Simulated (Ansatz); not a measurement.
How settings move the G0W0 gap of Na2S (antifluorite)

Na2S in the antifluorite structure, relaxed with r2SCAN; one-shot G0W0 in Ansatz without spin-orbit coupling. Calculated for a static, non-magnetic cell.

```
CELL_PARAMETERS angstrom
0.00000 3.25543 3.25543
3.25543 0.00000 3.25543
3.25543 3.25543 0.00000
ATOMIC_POSITIONS crystal
S 0.00000 0.00000 0.00000
Na 0.25000 0.25000 0.25000
Na 0.75000 0.75000 0.75000
```

Gaps are read over the mesh points alone. G0W0 here is at a finite number of bands, screening cutoff and k mesh, not at the basis limit.
```csv
start,potentials,frequency model,mesh,empty bands,screening cutoff (eV),Kohn-Sham gap (eV),G0W0 gap (eV),rough cost
PBE,PAW,contour deformation,4×4×4,112,80,2.53,4.01,15 core-seconds
PBE,PAW,contour deformation,4×4×4,259,140,2.53,4.14,70 core-seconds
PBE,PAW,contour deformation,4×4×4,476,210,2.53,4.21,5 core-minutes
HSE06,PAW,contour deformation,4×4×4,259,140,3.53,4.77,2.8 core-minutes
LDA,PAW,contour deformation,4×4×4,259,140,2.28,4.03,70 core-seconds
r2SCAN,PAW,contour deformation,4×4×4,259,140,3.09,4.53,80 core-seconds
PBE,PAW,Godby-Needs pole,4×4×4,259,140,2.53,4.17,80 core-seconds
PBE,PAW,contour deformation,6×6×6,112,80,2.53,4.02,100 core-seconds
PBE,norm-conserving,contour deformation,4×4×4,259,140,2.53,4.12,2.4 core-minutes
```

G0W0 moves the gap on the mesh from 2.53 eV (PBE) to 4.21 eV (direct at Γ). Renormalisation factors Z lie between 0.74 and 0.81.

Raising bands and cutoff together moves the gap by +0.13 eV (80 to 140 eV), then +0.07 eV (140 to 210 eV); the last step is still large, so the basis limit isn't reached. Starting from HSE06 (3.53 eV against PBE's 2.53 eV) gives 4.77 eV, +0.63 eV from G0W0@PBE at the same screening cutoff. Starting from LDA (2.28 eV against PBE's 2.53 eV) gives 4.03 eV, -0.11 eV from G0W0@PBE at the same screening cutoff. Starting from r2SCAN (3.09 eV against PBE's 2.53 eV) gives 4.53 eV, +0.39 eV from G0W0@PBE at the same screening cutoff. The Godby-Needs plasmon pole differs from contour deformation by +0.03 eV. A 6×6×6 mesh in place of 4×4×4 changes the opening over PBE by 0.00 eV (the gap on the mesh by +0.01 eV). Norm-conserving potentials (wave cutoff 1197 eV against 420 eV) shift the quasiparticle gap by -0.02 eV and the PBE gap by 0.00 eV. r2SCAN runs take a wave cutoff of 500 eV.
